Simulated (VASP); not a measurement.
# Pb (Fm-3m) in VASP: single point with LDA

Aim: the single point of Pb with LDA.

All numbers are computed with VASP 6.6.1; they aren't measurements. Logs are shortened: lines on timing, memory, paths and dates and some standing lists are left out, and cuts for length are marked.

## Step 1: The crystal as given

The structure is cubic, space group Fm-3m (No. 225). The conventional cell has a = 4.886 Å, b = 4.886 Å, c = 4.886 Å, α = 90.00°, β = 90.00°, γ = 90.00°. Pb (site symmetry m-3m) is surrounded by 12 Pb at 3.46 Å.

## Step 2: Single point, LDA

File INCAR:

```
  PREC = Accurate
  ENCUT = 520
  EDIFF = 1E-6
  ISMEAR = 1
  SIGMA = 0.1
  LREAL = F
  LASPH = T
  NELM = 80
  ALGO = Normal
  ISIF = 2
  LWAVE = F
  LCHARG = F
  ICORELEVEL = 1
```

File KPOINTS:

```
regular mesh
0
Gamma
  12 12 19
```

File POSCAR:

```
Pb
1.0
    3.4550057600      0.0000000000      0.0000000000
   -1.7275028800      2.9921227600      0.0000000000
    1.7275028800      0.9973742500      2.8210003900
Pb
1
Direct
    0.0000000000      0.0000000000      0.0000000000
```

Potentials or basis: VASP PAW LDA potentials, release 64 (Pb_d).

Launch:

```console
> cat potpaw_LDA.64/Pb_d/POTCAR > POTCAR
> mpirun -np 1 vasp_std > vasp.out
```

OUTCAR:

```text
PREC = Accurate
   ENCUT = 520
   EDIFF = 1E-6
   ISMEAR = 1
   LREAL = F
   LASPH = T
   NELM = 80
   ISIF = 2

 ion  position               nearest neighbor table
   1  0.000  0.000  0.000-

  LATTYP: Found a face centered cubic cell.
 ALAT       =     4.8861160039

  Lattice vectors:

 A1 = (  -3.4550057600,   0.0000000000,   0.0000000000)
 A2 = (  -1.7275028800,   0.9973742500,   2.8210003900)
 A3 = (  -1.7275028800,   2.9921227600,   0.0000000000)

Analysis of symmetry for initial positions (statically):
=====================================================================
 Subroutine PRICEL returns:
 Original cell was already a primitive cell.

 Routine SETGRP: Setting up the symmetry group for a
 face centered cubic supercell.

 Subroutine GETGRP returns: Found 48 space group operations
 (whereof 48 operations were pure point group operations)
 out of a pool of 48 trial point group operations.

The static configuration has the point symmetry O_h .

Analysis of symmetry for dynamics (positions and initial velocities):
=====================================================================
 Subroutine PRICEL returns:
 Original cell was already a primitive cell.

 Routine SETGRP: Setting up the symmetry group for a
 face centered cubic supercell.

 Subroutine GETGRP returns: Found 48 space group operations
 (whereof 48 operations were pure point group operations)
 out of a pool of 48 trial point group operations.

The dynamic configuration has the point symmetry O_h .

 Subroutine INISYM returns: Found 48 space group operations
 (whereof 48 operations are pure point group operations),
 and found     1 'primitive' translations

----------------------------------------------------------------------------------------

                                     Primitive cell

  volume of cell :      29.1629

  direct lattice vectors                    reciprocal lattice vectors
     3.455005760  0.000000000  0.000000000     0.289435118  0.167105443 -0.236322784
    -1.727502880  2.992122760  0.000000000     0.000000000  0.334210886 -0.118161392
     1.727502880  0.997374250  2.821000390     0.000000000  0.000000000  0.354484176

  length of vectors
     3.455005760  3.455005761  3.455005759     0.409323069  0.354484176  0.354484176

  position of ions in fractional coordinates (direct lattice)
     0.000000000  0.000000000  0.000000000

  ion indices of the primitive-cell ions
   primitive index   ion index
                 1           1

----------------------------------------------------------------------------------------

 KPOINTS: regular mesh

Automatic generation of k-mesh.
 Grid dimensions read from file:
 generate k-points for:   12   12   19

 Generating k-lattice:

  Cartesian coordinates                     Fractional coordinates (reciprocal lattice)
     0.024119593  0.013925454 -0.019693565     0.083333333 -0.000000000  0.000000000
     0.000000000  0.027850907 -0.009846783     0.000000000  0.083333333  0.000000000
     0.000000000  0.000000000  0.018657062     0.000000000  0.000000000  0.052631579

  Length of vectors
     0.034110256  0.029540348  0.018657062

  Shift w.r.t. Gamma in fractional coordinates (k-lattice)
     0.000000000  0.000000000  0.000000000

 -----------------------------------------------------------------------------
|                                                                             |
|           W    W    AA    RRRRR   N    N  II  N    N   GGGG   !!!           |
|           W    W   A  A   R    R  NN   N  II  NN   N  G    G  !!!           |
|           W    W  A    A  R    R  N N  N  II  N N  N  G       !!!           |
|           W WW W  AAAAAA  RRRRR   N  N N  II  N  N N  G  GGG   !            |
|           WW  WW  A    A  R   R   N   NN  II  N   NN  G    G                |
|           W    W  A    A  R    R  N    N  II  N    N   GGGG   !!!           |
|                                                                             |
|     Your reciprocal lattice and k-lattice belong to different lattice       |
|     classes:                                                                |
|                                                                             |
|        The reciprocal lattice is body-centered cubic,                       |
|        whereas your k-lattice is base-centered monoclinic.                  |
|                                                                             |
|     Results are often still useful ...                                      |
|                                                                             |
 -----------------------------------------------------------------------------

 WARNING: IBZKPT: internal override: KBLOWUP is changed to .FALSE.
      ... skipping the blow-up phase ...

 Subroutine IBZKPT returns following result:
 ===========================================

 Found    745 irreducible k-points:

 Following reciprocal coordinates:
            Coordinates               Weight
  0.000000  0.000000  0.000000      1.000000
  0.083333  0.000000  0.000000      2.000000
  0.166667  0.000000  0.000000      2.000000
  0.250000  0.000000  0.000000      2.000000
  0.333333  0.000000  0.000000      2.000000
  0.416667  0.000000  0.000000      2.000000
[... 16 lines left out ...]
  0.166667  0.250000  0.000000      4.000000
  0.250000  0.250000 -0.000000      4.000000
 [... further k-points ...]
   k-points           NKPTS =    745   k-points in BZ     NKDIM =    745   number of bands    NBANDS=     11
   number of dos      NEDOS =    301   number of ions     NIONS =      1
   total plane-waves  NPLWV =  21952
   dimension x,y,z NGX =    28 NGY =   28 NGZ =   28
   dimension x,y,z NGXF=    56 NGYF=   56 NGZF=   56
   ions per type =               1
   NGX,Y,Z   is equivalent  to a cutoff of  13.47, 13.47, 13.47 a.u.
   NGXF,Y,Z  is equivalent  to a cutoff of  26.95, 26.95, 26.95 a.u.
 SYSTEM =  unknown system
   PREC   = accura    normal or accurate (medium, high low for compatibility)
   ISTART =      0    job   : 0-new  1-cont  2-samecut
   ICHARG =      2    charge: 1-file 2-atom 10-const
   ISPIN  =      1    spin polarized calculation?
   LNONCOLLINEAR =      F non collinear calculations
   LSORBIT =      F    spin-orbit coupling
   LASPH  =      T    aspherical Exc in radial PAW
   ENCUT  =  520.0 eV  38.22 Ry    6.18 a.u.   6.42  6.42  6.42*2*pi/ulx,y,z
   NELM   =     80;   NELMIN=  2; NELMDL= -5     # of ELM steps
   EDIFF  = 0.1E-05   stopping-criterion for ELM
   LREAL  =      F    real-space projection
[... 7 lines left out ...]
   TEBEG  =    0.0;   TEEND  =   0.0 temperature during run
   PSTRESS=    0.0 pullay stress
   NELECT =      14.0000    total number of electrons
   NUPDOWN=      -1.0000    fix difference up-down
   EMIN   =  10.00;   EMAX   =-10.00  energy-range for DOS
   EFERMI =   0.00;   METHOD = LEGACY
   ISMEAR =     1;   SIGMA  =   0.10  broadening in eV -4-tet -1-fermi 0-gaus
   EFERMI_NEDOS =   21; number of points for ismear=-14 and -15
   IALGO  =     38    algorithm
   IMIX   =      4    mixing-type and parameters
     AMIX     =   0.40;   BMIX     =  1.00
     AMIX_MAG =   1.60;   BMIX_MAG =  1.00
  volume/ion in A,a.u.               =      29.16       196.80
  Fermi-wavevector in a.u.,A,eV,Ry     =   1.281859  2.422363 22.356598  1.643164
  Thomas-Fermi vector in A             =   2.414205
   LORBIT       =      0    0 simple, 1 ext, 2 COOP (PROOUT), +10 PAW based schemes
   GGA     = CA    functional components
   LHFCALC =     F    Hartree Fock is set to
   AEXX    =    0.0000 exact exchange contribution
   IVDW    =     0    specifies the selected vdW correction
   LEPSILON=     F    determine dielectric tensor
   LRPA    =     F    only Hartree local field effects (RPA)
 non-spin polarized calculation
 Methfessel and Paxton  Order N= 1 SIGMA  =   0.10
  energy-cutoff  :      520.00
  volume of cell :       29.16
 maximum number of plane-waves:       817
 NGX is ok and might be reduce to    28
   NGX = 13   NGY = 13   NGZ = 13

 number of electron      13.9999999 magnetization

 Free energy of the ion-electron system (eV)
  ---------------------------------------------------
  ext. energy  EPLUGINS =         0.00000000
  ---------------------------------------------------
  free energy    TOTEN  =        -4.24768552 eV

  energy without entropy =       -4.24754315  energy(sigma->0) =       -4.24763806

 the core state eigenenergies are
   1-  1s -87443.6158  2s -15644.7312  2p -13438.2745  3s  -3748.7644  3p  -3115.0788
       3d  -2467.3070  4s   -838.7958  4p   -630.7184  4d   -389.4011  4f   -121.7904
       5s   -131.7178  5p    -73.7402

 E-fermi :   7.4942     XC(G=0): -10.6422

 val. band max:        7.4891960595   @ k =   0.0000   0.2500   0.3684
 cond. band min:       7.5041780298   @ k =   0.5000   0.1667   0.1053
 fundamental gap:      0.0149819703
 Fermi energy:         7.4942439960

 k-point     1 :       0.0000    0.0000    0.0000
  band No.  band energies     occupation
      1      -9.5810      2.00000
      2      -9.5810      2.00000
      3      -9.5810      2.00000
      4      -9.4201      2.00000
      5      -9.4201      2.00000
      6      -4.5802      2.00000
      7      15.1166      0.00000
      8      15.1166      0.00000
      9      15.1166      0.00000
     10      17.3030      0.00000
     11      19.4252      0.00000

 k-point     2 :       0.0833    0.0000    0.0000
  band No.  band energies     occupation
      1      -9.5938      2.00000
      2      -9.5591      2.00000
      3      -9.5591      2.00000
      4      -9.4335      2.00000
      5      -9.4109      2.00000
      6      -4.3948      2.00000
      7      14.0642      0.00000
      8      14.3474      0.00000
      9      14.3474      0.00000
     10      16.7889      0.00000
     11      20.0292      0.00000
[... 295 lines left out ...]
 k-point    24 :       0.2500    0.2500   -0.0000
  band No.  band energies     occupation
      1      -9.6597      2.00000
      2      -9.5414      2.00000
      3      -9.4178      2.00000
      4      -9.3661      2.00000
      5      -9.2591      2.00000
      6      -0.3975      2.00000
      7       4.9190      2.00000
      8       8.5238     -0.00000
      9      10.9383      0.00000
     10      14.4872      0.00000
     11      19.3755      0.00000

 [... further k-points ...]
[... 5 lines left out ...]
  --------------------------------------------------------------------------------------
  -------------------------------------------------------------------------------------
  Total        0.0066310      0.0066310      0.0066310     -0.0000000     -0.0000000     -0.0000000
  in kB        0.3643010      0.3643010      0.3643010     -0.0000000     -0.0000000     -0.0000000
  external PRESSURE =       0.3643010 kB  Pullay stress =       0.0000000 kB

 VOLUME and BASIS-vectors are now :
 -----------------------------------------------------------------------------
  energy-cutoff  :      520.00
  volume of cell :       29.16
      direct lattice vectors                 reciprocal lattice vectors
     3.455005760  0.000000000  0.000000000     0.289435118  0.167105443 -0.236322784
    -1.727502880  2.992122760  0.000000000     0.000000000  0.334210886 -0.118161392
     1.727502880  0.997374250  2.821000390     0.000000000  0.000000000  0.354484176

 POSITION                                       TOTAL-FORCE (eV/Angst)
 -----------------------------------------------------------------------------------
      0.00000      0.00000      0.00000        -0.000000     -0.000000      0.000000
 -----------------------------------------------------------------------------------
    total drift:                               -0.000000     -0.000000     -0.000000

  FREE ENERGIE OF THE ION-ELECTRON SYSTEM (eV)
  ---------------------------------------------------
  free  energy   TOTEN  =        -4.2476855187 eV

  energy  without entropy=       -4.2475431549  energy(sigma->0) =       -4.24763806
```

Run time: 2.3 min. Hardware: 1 thread of Intel Xeon Platinum 8488C (Sapphire Rapids), shared host; peak memory 0.34 GiB.

What came out:

```yaml
Free_energy: -4.2477 eV
Pressure: 0.0 GPa
Band_gap_on_the_k_mesh: none (metal or under the smearing width)
```

Core levels (eV, on the scale of the bands):
```tsv
atom	levels
1 Pb	1s -87443.6, 2s -15644.7, 2p -13438.3, 3s -3748.8, 3p -3115.1, 3d -2467.3, 4s -838.8, 4p -630.7, 4d -389.4, 4f -121.8, 5s -131.7, 5p -73.7
```
